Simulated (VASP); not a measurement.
Here is a VASP 6.6.1 calculation.

INCAR

```
  ALGO = Normal
  EDIFF = 1E-7
  ENCUT = 520
  ISIF = 2
  ISMEAR = 0
  ISPIN = 2
  LASPH = True
  LCHARG = False
  LDAU = True
  LDAUJ = 0 0
  LDAUL = 2 -1
  LDAUPRINT = 1
  LDAUTYPE = 2
  LDAUU = 4 0
  LMAXMIX = 4
  LMIXTAU = True
  LORBIT = 11
  LREAL = False
  LWAVE = False
  MAGMOM = 1 0
  METAGGA = R2SCAN
  NELM = 80
  NUPDOWN = 0
  PREC = Accurate
  SIGMA = 0.05
```

KPOINTS

```
k-points
0
Gamma
  7 7 7
```

The input POSCAR:

```
TiO
1.0
    2.7083400800      0.0000000000      0.0000000000
    0.0000000000      2.7083400800      0.0000000000
    0.0000000000      0.0000000000      2.7083400800
Ti O
1 1
Direct
    0.0000000000      0.0000000000      0.0000000000
    0.5000000000      0.5000000000      0.5000000000
```

Potentials or basis: VASP PAW PBE potentials, release 64 (Ti_sv, O).

Command:

```bash
$ cat potpaw_PBE.64/Ti_sv/POTCAR potpaw_PBE.64/O/POTCAR > POTCAR
$ mpirun -np 1 vasp_std > vasp.out
```

Question: Estimate the pressure.

Answer: -8.7 GPa.

Eigenvalues of the final occupation matrices:
```csv
site,spin,trace,eigenvalues
site 1 d,1,1.01,0.06 0.06 0.06 0.41 0.41
site 1 d,2,1.01,0.06 0.06 0.06 0.41 0.41
```

Caveat: the PAW data sets were made with another functional, which shifts forces and pressure a little; the total moment is fixed, so each spin has its own Fermi level. The state reached can hang on the start; a lower one may exist.
